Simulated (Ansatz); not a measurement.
# InP (F-43m) in Ansatz: single point with HSE06

Aim: the single point of InP with HSE06.

Everything below comes from runs of Ansatz 0.2.0. Logs are shortened: lines on timing, memory, paths and dates and some standing lists are left out, and cuts for length are marked.

## Step 1: The structure

It takes space group F-43m (No. 216, cubic). Conventional cell: a = 5.861 Å, b = 5.861 Å, c = 5.861 Å, α = 90.00°, β = 90.00°, γ = 90.00°. In (site symmetry -43m) is surrounded by 4 P at 2.54 Å. P (site symmetry -43m) has 4 In at 2.54 Å as nearest neighbours.

## Step 2: Single point, HSE06, spin-orbit coupling, no magnetisation

Input file input.yaml:

```yaml
crystal:
  lattice:
    - [0.0, 2.9305, 2.9305]
    - [2.9305, 0.0, 2.9305]
    - [2.9305, 2.9305, 0.0]
  atoms:
    - { symbol: In, position: [0.0, 0.0, 0.0] }
    - { symbol: P, position: [0.75, 0.75, 0.75] }
hamiltonian:
  xc: hse06
  pseudopotentials: { kind: paw_fr }
magnetization:
  noncollinear: true
  spin_orbit: true
kpoints:
  mp_grid: { grid: [4, 4, 4] }
scf:
  occupations: { method: fermi_dirac, width: 0.05 }
output:
  forces: true
  stress: true
  eigenvalues: true
```

Potentials or basis: Ansatz PAW.

Run with:

```
$ ansatz run input.yaml --threads 2 --pin off --max-ram 5632MiB --backend cpu --events-out ev --progress --plain --runs-dir out
```

What it wrote:

```text
Warning: output.stress: scf.convergence.dr2_threshold = 1e-7 eV (the SCF's general default) is looser than the 2e-10 eV advised for a printed stress (1e-10 eV for each atom of the cell: 2). What an SCF threshold leaves in a stress goes as its square root, and in the free energy as the threshold itself, and one threshold admits the most on a small cell: of the crystals measured, under no hybrid functional and no lock of the moments, on runs that ended without the residual-converged pass, on stresses that held no estimate of that error, the worst erred by over 100 MPa in a component at 1e-7 eV an atom and by under 5 at 1e-10. Set scf.convergence.dr2_threshold to 2e-10 eV or tighter. The threshold is an SCF's pass mark: one that does not reach it within its budget of iterations ends unconverged, or closes short of it on a stop that the run arms, and scf.convergence.dr2_threshold's page says what that costs each kind of run
Warning: output.stress: scf.exx.energy_threshold = 1e-6 eV is looser than the 2e-8 eV advised for a stress under a hybrid functional (1e-8 eV for each atom of the cell: 2). Every SCF of the exchange loop can meet its threshold on dr2 while the loop round them stops early: no threshold on dr2 bounds what that leaves in the stress. Set scf.exx.energy_threshold to 2e-8 eV or tighter. The threshold is the loop's pass mark: a loop that does not reach it within its budget of cycles ends unconverged, and scf.exx.energy_threshold's page has the law
Warning: RAYON_NUM_THREADS=2 ignored (pool sized by the plan → 2); use --threads N
Engine: ansatz 0.2.0, aarch64-unknown-linux-gnu
Pseudopotentials: kind: paw_fr
Pseudopotential: In, paw_fr, valence charge 13, recommended cutoff 420 eV (normal), In.paw.azcp#standard-fr
Pseudopotential: P, paw_fr, valence charge 5, recommended cutoff 420 eV (normal), P.paw.azcp#standard-fr
Functional definition: HSE06
  parameter a = 0.25
  parameter omega = 0.11/bohr
  exchange = pbe_x - a*pbe_x_sr(omega) + a*exact_x_sr(omega)
  correlation = pbe_c
non-collinear run that drives no moment, with spin-orbit: no starting moment large enough to seed its density (crystal.atoms[].spin), no starting occupations that ask for one, no magnetisation constraint and no magnetic field, so the semilocal B_xc is pinned to zero
Crystal: 2 atoms, lattice volume = 50.333 Å³
Basis set: ecut = 420 eV, 941 PW (Γ), exchange–correlation on 60×60×60 points (8 copies of the dense FFT grid, shifted against one another)
Bands: 26, of which v1, the nominal top of the filled ones, is band 18 counted from 1 (17 counted from 0)
Symmetry: 24 space group operations + 24 with time reversal
Magnetic group: BNS 216.75 (UNI 1577), of the structure as read, at distance tolerance 3.7e-5 Å
k-points: 8 of 64 (time reversal used)
Projection manifold: j_resolved (fully-relativistic pseudo-atomic orbitals)
Non-local potential: In, projectors of the file, l = 0: 2, l = 1: 4, l = 2: 4, l = 3: 4
Non-local potential: P, projectors of the file, l = 0: 2, l = 1: 4, l = 2: 4
PAW form: soft (Blöchl's): semilocal exchange-correlation on the pseudo side does not see the compensation charge
PAW frozen core: In, regenerated for the run's functional, and the local potential with it (the file was generated under x = pbe(κ = 0.804, μ = 0.2195149727645171), c = pbe(β = 0.06672455060314922))
PAW frozen core: P, regenerated for the run's functional, and the local potential with it (the file was generated under x = pbe(κ = 0.804, μ = 0.2195149727645171), c = pbe(β = 0.06672455060314922))
PAW one-centre angular grid: In, 590 points (default); XC on 96 Gauss nodes
PAW one-centre angular grid: P, 110 points (default); XC on 64 Gauss nodes
Initial density: superposition of atomic densities (chi_scale 0.1, normalization cell, long waves kept (reshape's long-wave potential 0.00 eV rms))
Initial wavefunctions: pseudopotential atomic-orbital guess
Functional: x = pbe(κ = 0.804, μ = 0.2195149727645171), c = pbe(β = 0.06672455060314922), warm-up for x = pbe(κ = 0.804, μ = 0.2195149727645171) + 0.25 (exact − pbe) at short range (hse, ω = 0.20786987370883472 Å⁻¹), c = pbe(β = 0.06672455060314922); HSE06 as pw.x's `hse` composes it (authors' and Libxc's form: `xc: wpbeh`)
SCF iter   1: F=—  HF=-6356.018375 eV  |F-HF|=—  |Δ(HF+E_count)|=         —  Δρ=3.62e-2  dr2=9.48e-1  dr2_m=0.00e0 (ungated)  ethr=1.00e-1  |M|=0.00e0 ∫|m|=0.00e0 μB  |m|>n=0.0e0 m-floor=0.0e0 τ_xc=0.0e0  β_m=0.30  ⟨swp⟩=4.5  Hψ=791  notcnv=0
preconditioner: auto → none  [insulator: Δε(μ)=0.966 eV  Ē_g=14.470 eV  σ=0.050 eV  W_gap=1.00  n_scr=14 (ndim 8)  ℏωp=22.2 eV  f_vac=0.000  D(μ)=0.00/eV (n_scr^D=0)]
SCF iter   2: F=—  HF=-6355.815083 eV  |F-HF|=—  |Δ(HF+E_count)|=   2.03e-1  Δρ=2.26e-2  dr2=2.29e-1  dr2_m=0.00e0 (ungated)  ethr=5.26e-3  |M|=0.00e0 ∫|m|=0.00e0 μB  |m|>n=0.0e0 m-floor=0.0e0 τ_xc=0.0e0  β_m=0.43  ⟨swp⟩=3.0  Hψ=467  notcnv=0
iter 3 solved again at ethr=1.01e-4 eV; its pass at ethr=1.27e-3 eV (dr2=1.81e-2 eV) is discarded
SCF iter   3: F=—  HF=-6355.797038 eV  |F-HF|=—  |Δ(HF+E_count)|=   1.80e-2  Δρ=7.55e-3  dr2=1.85e-2  dr2_m=0.00e0 (ungated)  ethr=1.01e-4  |M|=0.00e0 ∫|m|=0.00e0 μB  |m|>n=0.0e0 m-floor=0.0e0 τ_xc=0.0e0  β_m=0.56  ⟨swp⟩=3.6  Hψ=978  notcnv=0  defer=2
SCF iter   4: F=—  HF=-6355.797971 eV  |F-HF|=—  |Δ(HF+E_count)|=   9.33e-4  Δρ=1.74e-3  dr2=1.09e-3  dr2_m=0.00e0 (ungated)  ethr=1.01e-4  |M|=0.00e0 ∫|m|=0.00e0 μB  |m|>n=0.0e0 m-floor=0.0e0 τ_xc=0.0e0  β_m=0.55  ⟨swp⟩=3.0  Hψ=435  notcnv=0
SCF iter   5: F=—  HF=-6355.798122 eV  |F-HF|=—  |Δ(HF+E_count)|=   1.51e-4  Δρ=3.86e-4  dr2=7.44e-5  dr2_m=0.00e0 (ungated)  ethr=6.05e-6  |M|=0.00e0 ∫|m|=0.00e0 μB  |m|>n=0.0e0 m-floor=0.0e0 τ_xc=0.0e0  β_m=0.77  ⟨swp⟩=3.5  Hψ=487  notcnv=0
SCF iter   6: F=-6355.798109 eV  HF=-6355.798137 eV  |F-HF|=2.75e-5  |Δ(HF+E_count)|=   1.45e-5  Δρ=2.13e-4  dr2=3.61e-5  dr2_m=0.00e0 (ungated)  ethr=4.13e-7  |M|=0.00e0 ∫|m|=0.00e0 μB  |m|>n=0.0e0 m-floor=0.0e0 τ_xc=0.0e0  ⟨swp⟩=4.1  Hψ=453  notcnv=0
SCF 1 stopped early in 6 iterations: F = -6355.798109 eV  dr2 = 3.61e-5
Projection manifold: j_resolved (fully-relativistic pseudo-atomic orbitals)
[... 15 lines left out ...]
hybrid outer 1: dexx = +5.544e-3 eV, tail = 7.87e-6 eV
Projection manifold: j_resolved (fully-relativistic pseudo-atomic orbitals)
Exchange kernel: α = 0.2500, screened, ω = 0.2079 Å⁻¹, Wigner–Seitz truncation, v(0) = 1031.4527 eV·Å³, q-mesh 4×4×4, nearest image of the exchange supercell L = 16.58 Å, pair-density grid 18×18×18, without the augmentation charges, whose exchange is taken in its separable form by FFT convolution over the k-point mesh (sized by the pseudopotential files, 24×24×24 at the most), smooth part of the exact exchange by density-matrix convolution
Frozen-core exchange: fock
SCF iter   1: F=—  HF=-6356.448030 eV  |F-HF|=—  |Δ(HF+E_count)|=         —  Δρ=2.92e-5  dr2=3.67e-7  dr2_m=0.00e0 (ungated)  ethr=2.18e-7  |M|=0.00e0 ∫|m|=0.00e0 μB  |m|>n=0.0e0 m-floor=0.0e0 τ_xc=0.0e0  β_m=0.30  ⟨swp⟩=5.4  Hψ=549  notcnv=0
preconditioner: auto → none  [insulator: Δε(μ)=1.502 eV  Ē_g=16.724 eV  σ=0.050 eV  W_gap=1.00  n_scr=14 (ndim 8)  ℏωp=22.2 eV  f_vac=0.019  D(μ)=0.00/eV (n_scr^D=0)]
SCF iter   2: F=—  HF=-6356.448030 eV  |F-HF|=—  |Δ(HF+E_count)|=   6.48e-8  Δρ=7.27e-6  dr2=3.04e-8  dr2_m=0.00e0 (ungated)  ethr=1.91e-9  |M|=0.00e0 ∫|m|=0.00e0 μB  |m|>n=0.0e0 m-floor=0.0e0 τ_xc=0.0e0  β_m=0.65  ⟨swp⟩=3.9  Hψ=519  notcnv=0
SCF iter   3: F=—  HF=-6356.448030 eV  |F-HF|=—  |Δ(HF+E_count)|=   1.09e-7  Δρ=6.28e-6  dr2=1.69e-8  dr2_m=0.00e0 (ungated)  ethr=6.06e-11  |M|=0.00e0 ∫|m|=0.00e0 μB  |m|>n=0.0e0 m-floor=0.0e0 τ_xc=0.0e0  β_m=0.65  ⟨swp⟩=4.5  Hψ=743  notcnv=0
SCF iter   4: F=-6356.448030 eV  HF=-6356.448030 eV  |F-HF|=6.08e-10  |Δ(HF+E_count)|=   5.24e-9  Δρ=1.66e-6  dr2=1.36e-9  dr2_m=0.00e0 (ungated)  ethr=6.06e-11  |M|=0.00e0 ∫|m|=0.00e0 μB  |m|>n=0.0e0 m-floor=0.0e0 τ_xc=0.0e0  ⟨swp⟩=3.0  Hψ=386  notcnv=0
SCF 3 converged in 4 iterations: F = -6356.448030 eV  dr2 = 1.36e-9
  Residual-converged pass: ⟨swp⟩=2.9  Hψ=420  notcnv=0  max |occ|·‖R‖ = 2.4e-6 eV (tolerance 2.4e-6 eV)  dr2=1.29e-9  dr2_m=0.00e0 (ungated)  dr2_onsite=1.39e-10  max |Δocc| = 1.5e-15
hybrid outer 2: dexx = +1.173e-7 eV, tail = 4.50e-9 eV, Δε = 1.82e-3 eV (about 6.07e-5 eV left of the loop's levels)
hybrid SCF converged: 2 outer / 11 inner (+6 warm-up), last move |dexx| = 1.17e-7 eV, tail = 4.50e-9 eV
Magnetization: |M| = 0.0000 μB,  M = (+0.0000, +0.0000, +0.0000) μB
Absolute magnetization: 0.0000 μB (∫|m|)
  site 0: m = (+0.0000, +0.0000, +0.0000) μB, |m| = 0.0000 μB  (R = 1.05 Å)
  site 1: m = (+0.0000, +0.0000, +0.0000) μB, |m| = 0.0000 μB  (R = 1.05 Å)
Free energy (F): -6356.448030 eV
Frozen-core exchange: fock
Harris-Foulkes:  -6356.448030 eV  (|F-HF|=6.08e-10)
Internal energy: -6356.448030 eV  (E = F + TS)
E sigma→0 (E₀):  -6356.448030 eV
Entropy (-TS):   -0.000000 eV (-0.000 meV/atom)
Fermi energy:    7.400782 eV
--- Per-component energies (eV) ---
  E_band       = -80.137738
  E_kinetic    = 314.230555
  E_local      = -1399.332140  (includes V_loc(G=0)·N_el)
  E_nonlocal   = 401.285234
  E_hartree    = 553.645168
  E_xc         = -220.901770
  E_vxc        = -128.509497  (∫ρ·V_xc dr)
  E_exx        = -40.520084  (= α·E_x^exact, valence–valence)
  E_paw        = -4744.585776  (= ΣΔE_a)
  E_vpaw       = -294.062627  (= ΣTr[D̂ρ^β])
  E_aug_tail   = 0.000030  (compensation charges beyond the density's cutoff)
  E_ewald      = -1220.708286
  E_core_change = 0.439037  (= ΣΔE_core)
  E_smearing   = -0.000000  (= −TS)
  E_closure    = 0.000002  (closes the sum)
  Σ components = -6356.448030   (vs F -6356.448030, Δ=0.00e0)
--- Forces (eV/Å), atoms counted from 1 ---
  atom   1  In    -0.00000000     0.00000000     0.00000000
  atom   2  P      0.00000000    -0.00000000    -0.00000000
  max |Σ_I F_I| component: 1.02e-16 eV/Å
--- Stress (GPa, compression-positive) ---
        1.646048       0.000000      -0.000000
        0.000000       1.646048       0.000000
       -0.000000       0.000000       1.646048
  P = ⅓ Tr σ = 1.6460 GPa (16.460 kbar)
--- Band table (eV; the first three rows and the last of 8) ---
  k-point 0: bands = ["-9.8017", "-9.8017", "-9.8017", "-9.8017", "-8.9951", "-8.9951", "-8.8840", "-8.8840", "-8.8840", "-8.8840", "-6.1254", "-6.1254", "6.5142", "6.5142", "6.6313", "6.6313", "6.6313", "6.6313", "8.1332", "8.1332", "11.1959", "11.1959", "11.6549", "11.6549", "11.6549", "11.6549"]
  k-point 1: bands = ["-9.8099", "-9.8099", "-9.8011", "-9.7902", "-8.9977", "-8.9977", "-8.9074", "-8.9074", "-8.8696", "-8.8563", "-5.3888", "-5.3888", "2.9171", "2.9171", "5.9342", "5.9342", "6.0361", "6.0503", "9.1943", "9.1943", "12.1150", "12.1150", "12.3718", "12.3784", "12.8576", "12.8576"]
  k-point 2: bands = ["-9.8215", "-9.8215", "-9.7907", "-9.7907", "-8.9954", "-8.9954", "-8.9271", "-8.9271", "-8.8403", "-8.8403", "-4.2484", "-4.2484", "0.3531", "0.3531", "5.4663", "5.4663", "5.5931", "5.5931", "8.8735", "8.8735", "12.1603", "12.1603", "12.3185", "12.3185", "14.6372", "14.6372"]
  k-point 7: bands = ["-9.8872", "-9.8157", "-9.7591", "-9.7444", "-9.0940", "-8.9237", "-8.9127", "-8.8840", "-8.8522", "-8.8492", "-3.4563", "-3.4473", "0.5327", "0.5479", "3.2965", "3.3762", "3.4430", "3.5182", "11.6373", "11.6426", "11.9916", "12.0177", "12.9643", "13.1969", "13.6118", "13.6573"]
```

Run time: 58 s. Hardware: 2 threads of Arm Neoverse V1, shared host; peak memory 0.97 GiB.

Results:

```yaml
Free_energy: -6356.4480 eV
Pressure: 1.6 GPa
Band_gap_on_the_k_mesh: 1.50 eV, direct
```

Caveat: the k mesh is coarse (spacing up to 0.46 Å⁻¹), so the values aren't converged, least of all with exact exchange; the PAW data sets come from PBE, with cores solved anew for the run's functional, which leaves a small shift of forces and pressure; the thresholds are loose for stress.
